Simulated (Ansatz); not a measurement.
# ZnS (F-43m) in Ansatz: a series of runs

Runs on ZnS. Level: PBE. Tasks: single point.

Everything below comes from runs of Ansatz 0.2.0. Logs are shortened: lines on timing, memory, paths and dates and some standing lists are left out, and cuts for length are marked.

**Measured values to compare with.**

From “Electronic, vibrational, and thermodynamic properties of ZnS (zincblende and rocksalt structure)”, 2009, arxiv:0911.5022, for a bulk crystal of ZnS at 19 K: band gap 3.85 eV (direct).

The runs below are set against these values where they give the same quantity.

## (1) The crystal as given

Symmetry: F-43m, No. 216, cubic system. The conventional cell has a = 5.404 Å, b = 5.404 Å, c = 5.404 Å, α = 90.00°, β = 90.00°, γ = 90.00°. Zn (site symmetry -43m) is surrounded by 4 S at 2.34 Å. Around S (site symmetry -43m) lie 4 Zn at 2.34 Å.

## (2) Single point, PBE

The input, input.yaml:

```yaml
crystal:
  lattice:
    - [0.0, 2.702, 2.702]
    - [2.702, 0.0, 2.702]
    - [2.702, 2.702, 0.0]
  atoms:
    - { symbol: Zn, position: [0.75, 0.75, 0.75] }
    - { symbol: S, position: [0.0, 0.0, 0.0] }
kpoints:
  mp_grid: { grid: [9, 9, 9] }
scf:
  occupations: { method: fermi_dirac, width: 0.05 }
hamiltonian:
  xc: pbe
  pseudopotentials: { kind: all_electron, lapw: { basis_error: 0.001 } }
output:
  forces: true
  stress: true
  eigenvalues: true
```

Potentials or basis: all-electron LAPW, scalar-relativistic.

Started as:

```console
$ ansatz run input.yaml --threads 1 --pin off --max-ram 3072MiB --backend cpu --events-out ev --progress --plain --runs-dir out
```

The program printed:

```text
Warning: RAYON_NUM_THREADS=1 ignored (pool sized by the plan → 1); use --threads N
LAPW: plane waves up to 8.579 Å⁻¹, error target 1.0e-3 eV per atom; small_component_spin mean_spin; S in spheres of 1.038 Å, 14 of its electrons in bands, Dirac shells []; Zn in spheres of 1.302 Å, 20 of its electrons in bands, Dirac shells [] (how accurate: hamiltonian.pseudopotentials.lapw.basis_error, Limitations)
Engine: ansatz 0.2.0, aarch64-unknown-linux-gnu
Pseudopotentials: kind: all_electron
Pseudopotential: Zn, LAPW, valence charge 20, lapw/all_electron/scalar/gaussian/Zn, Koelling and Harmon's equation, gaussian nucleus
Pseudopotential: S, LAPW, valence charge 14, lapw/all_electron/scalar/gaussian/S, Koelling and Harmon's equation, gaussian nucleus
Functional definition: PBE
  parameter kappa = 0.804
  parameter beta = 0.06672455060314922
  exchange = pbe_x(kappa = kappa, mu = beta*pi^2/3)
  correlation = pbe_c(beta = beta)
Crystal: 2 atoms, lattice volume = 39.454 Å³
Basis set: ecut = 280.44215469609446 eV, 411 PW (Γ), exchange–correlation at level 2
Bands: 21, of which v1, the nominal top of the filled ones, is band 17 counted from 1 (16 counted from 0)
Symmetry: 24 space group operations
Space group: F-43m (ITA 216), of the structure as read, at distance tolerance 3.4e-5 Å
k-points: 35 of 729 (time reversal used)
Non-local potential: Zn, projectors of the file, none
Non-local potential: S, projectors of the file, none
Initial density: superposition of atomic densities (chi_scale 0.1, normalization cell, long waves kept (reshape's long-wave potential 0.00 eV rms))
Initial wavefunctions: plane waves of lowest kinetic energy (no species holds an atomic orbital)
Functional: x = pbe(κ = 0.804, μ = 0.2195149727645171), c = pbe(β = 0.06672455060314922)
iter 1 solved again at ethr=3.08e-3 eV; its pass at ethr=1.00e-1 eV (dr2=1.05e0 eV) is discarded
SCF iter   1: F=—  HF=-59737.761444 eV  |F-HF|=—  |Δ(HF+E_count)|=         —  Δρ=4.03e-2  dr2=1.05e0  ethr=3.08e-3  ⟨swp⟩=2.0  Hψ=5005  notcnv=0
preconditioner: auto → none  [insulator: Δε(μ)=2.380 eV  Ē_g=11.613 eV  σ=0.050 eV  W_gap=1.00  n_scr=14 (ndim 8)  ℏωp=25.1 eV  f_vac=0.113  D(μ)=0.00/eV (n_scr^D=0)  ε∞_Penn≈5.7]
iter 2 solved again at ethr=1.48e-4 eV; its pass at ethr=3.08e-3 eV (dr2=5.02e-2 eV) is discarded
SCF iter   2: F=—  HF=-59737.430585 eV  |F-HF|=—  |Δ(HF+E_count)|=   3.31e-1  Δρ=1.32e-2  dr2=5.02e-2  ethr=1.48e-4  ⟨swp⟩=2.0  Hψ=3857  notcnv=0
SCF iter   3: F=—  HF=-59737.339439 eV  |F-HF|=—  |Δ(HF+E_count)|=   9.11e-2  Δρ=7.57e-3  dr2=1.55e-2  ethr=1.48e-4  ⟨swp⟩=3.0  Hψ=2265  notcnv=0
SCF iter   4: F=—  HF=-59737.331890 eV  |F-HF|=—  |Δ(HF+E_count)|=         —  Δρ=3.73e-3  dr2=3.79e-3  ethr=4.57e-5  ⟨swp⟩=2.0  Hψ=2026  notcnv=0
the basis was enlarged: its passes take 145.8 KiB over the memory plan, 1 of 1 planned eigensolver slots
SCF iter   5: F=—  HF=-59737.332204 eV  |F-HF|=—  |Δ(HF+E_count)|=   3.13e-4  Δρ=6.76e-4  dr2=1.19e-4  ethr=1.11e-5  ⟨swp⟩=2.0  Hψ=2077  notcnv=0
SCF iter   6: F=—  HF=-59737.332267 eV  |F-HF|=—  |Δ(HF+E_count)|=   6.27e-5  Δρ=7.68e-5  dr2=1.60e-6  ethr=3.51e-7  ⟨swp⟩=2.8  Hψ=2058  notcnv=0
SCF iter   7: F=-59737.332270 eV  HF=-59737.332270 eV  |F-HF|=5.48e-9  |Δ(HF+E_count)|=   3.08e-6  Δρ=4.48e-6  dr2=8.04e-9  ethr=4.70e-9  ⟨swp⟩=3.0  Hψ=2196  notcnv=0
SCF 1 converged in 7 iterations: F = -59737.332270 eV  dr2 = 8.04e-9
SCF converged after 7 iterations
Free energy (F): -59737.332270 eV
Harris-Foulkes:  -59737.332270 eV  (|F-HF|=5.48e-9)
Internal energy: -59737.332270 eV  (E = F + TS)
E sigma→0 (E₀):  -59737.332270 eV
Fermi energy:    8.407114 eV
--- Per-component energies (eV) ---
  E_band       = -1880.246277
  E_kinetic    = 60684.782578
  E_xc         = -2648.997940
  E_electrostatic = -117773.116908  (all electrons and nuclei)
  E_smearing   = -0.000000  (= −TS)
  E_closure    = 0.000000  (closes the sum)
  E_atoms      = -59730.497347  (free atoms, spherical and without spin; not in F)
  Σ components = -59737.332270   (vs F -59737.332270, Δ=0.00e0)
  Basis errors (estimates in eV, not in F): energy 4.6e-4 per atom: plane waves 4.1e-4 (2.4e-4 summed), levels above the bands 2.4e-69, relativity 2.4e-8, radial functions 4.6e-5, core shells 1.5e-10; eigenvalues (radial functions only) 1.2e-6; not estimated: angular momenta, meshes, grids; target (lapw.basis_error) 1.0e-3; muffin-tin radii S 1.038 Å, Zn 1.302 Å
--- Forces (eV/Å), atoms counted from 1 ---
  atom   1  Zn    -0.00000000     0.00000000    -0.00000000
  atom   2  S      0.00000000    -0.00000000     0.00000000
  max |Σ_I F_I| component: 2.31e-17 eV/Å
--- Stress (GPa, compression-positive) ---
        1.611371      -0.000000      -0.000000
       -0.000000       1.611371       0.000000
       -0.000000       0.000000       1.611371
  P = ⅓ Tr σ = 1.6114 GPa (16.114 kbar)
--- Band table (eV; the first three rows and the last of 35) ---
  k-point 0: bands = ["-197.3489", "-142.1211", "-142.1211", "-142.1211", "-117.5446", "-71.7138", "-71.7138", "-71.7138", "-5.8293", "0.9762", "0.9762", "0.9762", "1.4754", "1.4754", "7.3103", "7.3103", "7.3103", "9.4229", "13.6831", "13.6831", "13.6831"]
  k-point 1: bands = ["-197.3489", "-142.1211", "-142.1211", "-142.1211", "-117.5446", "-71.7138", "-71.7138", "-71.7138", "-5.7364", "0.9765", "0.9931", "0.9931", "1.4739", "1.4739", "6.3799", "7.1920", "7.1920", "10.1281", "13.5907", "13.8883", "13.8883"]
  k-point 2: bands = ["-197.3489", "-142.1211", "-142.1211", "-142.1211", "-117.5446", "-71.7138", "-71.7138", "-71.7138", "-5.4857", "1.0050", "1.0327", "1.0327", "1.4751", "1.4751", "4.8589", "6.9175", "6.9175", "10.7467", "13.9866", "14.2498", "14.2498"]
  k-point 34: bands = ["-197.3489", "-142.1211", "-142.1211", "-142.1211", "-117.5446", "-71.7139", "-71.7139", "-71.7138", "-4.6086", "1.1059", "1.2383", "1.4002", "1.4625", "1.8253", "2.7612", "4.4195", "4.9424", "12.8815", "13.2159", "14.7942", "16.3074"]
```

Wall time 10 s (1 thread of Arm Neoverse V2, shared host); peak memory 0.27 GiB.

What came out:

| Item | Value |
| --- | --- |
| Free energy | -59737.3323 eV |
| Pressure | 1.6 GPa |
| Band gap on the k mesh | 2.11 eV, direct |

## (3) Single point, PBE

Changes to input.yaml since step 2:

```diff
@@ -14,3 +14,6 @@
   xc: pbe
-  pseudopotentials: { kind: all_electron, lapw: { basis_error: 0.001 } }
+  pseudopotentials:
+    kind: all_electron
+    lapw: { basis_error: 0.001 }
+    relativity: none
 output:
```

Potentials or basis: all-electron LAPW, non-relativistic.

Started as:

```console
$ ansatz run input.yaml --threads 1 --pin off --max-ram 3072MiB --backend cpu --events-out ev --progress --plain --runs-dir out
```

Wall time 9.8 s (1 thread of Arm Neoverse V2, shared host); peak memory 0.26 GiB.

It converged, with:

```
Free energy            : -59248.8634 eV
Pressure               : 2.8 GPa
Band gap on the k mesh : 2.39 eV, direct
```

Levels at points of the mesh, in eV from the valence-band top:
```
           k point  band 13  band 14  band 15  band 16  band 17  band 18  band 19  band 20  band 21
(0.00, 0.00, 0.00)    -6.11    -6.11     0.00     0.00     0.00     2.39     6.45     6.45     6.45
```

## (4) How close it comes

Step 2. Against the measured gap of ZnS, 3.85 eV (direct; 19 K; quoted in “Electronic, vibrational, and thermodynamic properties of ZnS (zincblende and rocksalt structure)”, 2009, arxiv:0911.5022), the calculated 2.11 eV is off by -1.74 eV. The value is that of PBE, without temperature or zero-point motion. Semilocal functionals fall short of measured gaps as a rule.

Step 3. Measured gap of ZnS: 3.85 eV (direct; 19 K; quoted in “Electronic, vibrational, and thermodynamic properties of ZnS (zincblende and rocksalt structure)”, 2009, arxiv:0911.5022). This calculation gives 2.39 eV (-1.46 eV). The value is that of PBE, without temperature or zero-point motion. Semilocal functionals fall short of measured gaps as a rule.
